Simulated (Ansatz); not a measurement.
# Calculated ¹⁴N nuclear quadrupole resonance for Si3N4 with one atom moved

Cell: a structure deposited in the COD, relaxed with PBE at fixed cell and then changed (atom 5 (Si) moved by 0.10 Å).

```
Si N
1.0
     7.59500    0.00000    0.00000
    -3.79750    6.57746    0.00000
     0.00000    0.00000    2.90230
Si N
6 8
Cartesian
  5.1687 1.1416 0.9451
  1.5957 5.0470 2.3962
  4.0220 3.9054 0.9451
  -1.3712 5.4359 2.3962
  2.2018 1.6304 0.9451
  -0.2245 2.6720 2.3962
  -1.0292 2.1689 0.9451
  5.2021 0.1931 2.3963
  2.4338 4.6017 0.9451
  4.8267 4.4086 2.3963
  -1.4046 6.3843 0.9451
  1.3637 1.9758 2.3963
  0.0000 4.3850 -0.5064
  3.7975 2.1925 0.9448
```

Sites (sets of like atoms) are named by element and the number of their first atom in this list.

Computed with Ansatz: DFT, PBE, plane waves and PAW (field gradients read without the response of the frozen cores, which leaves them typically 4 to 6 % off), scalar-relativistic, 420 eV cutoff, Γ-centred 4×4×10 k-points, Fermi–Dirac smearing 0.02 eV.

¹⁴N: I = 1, Q = 20.44 mb (year-2017 value). Static lattice, zero field.

**Question.** Predict the zero-field ¹⁴N lines of each site.

**Answer.** For I = 1 the lines are ν± = (3/4)|C_Q|(1 ± η/3) and ν₀ = |C_Q|η/2.

| site | atoms | V_zz (10²¹ V/m²) | C_Q (MHz) | η | line frequencies (MHz) |
| --- | --- | --- | --- | --- | --- |
| N7 | 7 | -5.14 | -2.54 | 0.06 | 0.0805, 1.86, 1.95 |
| N8 | 8 | -5.25 | -2.59 | 0.05 | 0.0635, 1.91, 1.98 |
| N9 | 9 | -4.92 | -2.43 | 0.08 | 0.100, 1.77, 1.87 |
| N10 | 10 | -5.07 | -2.51 | 0.09 | 0.109, 1.83, 1.94 |
| N11 | 11 | -5.26 | -2.60 | 0.10 | 0.130, 1.88, 2.01 |
| N12 | 12 | -4.93 | -2.44 | 0.17 | 0.213, 1.72, 1.94 |
| N13 | 13 | -5.02 | -2.48 | 0.05 | 0.0625, 1.83, 1.89 |
| N14 | 14 | -4.86 | -2.40 | 0.16 | 0.191, 1.71, 1.90 |

At N7, N8, N9, N10, N11 and N12 and others V_zz stands upright on the plane through its three neighbours (within 4°) in each case.

At this cell the PBE pressure is 7 GPa, so with PBE the cell would grow if it were relaxed. With the atom moved the PBE pressure is 7 GPa. The atoms aren't relaxed after the move (largest force 2.9 eV/Å).

Hardware: 1 thread of AMD EPYC 9R14 (Zen 4) (x86_64; 16 cores open to the job, memory cap 3.0 GiB, no GPU), a shared host with a load of 0.2 a core. Wall time 37 s, CPU time 37 s, peak memory 0.67 GiB.
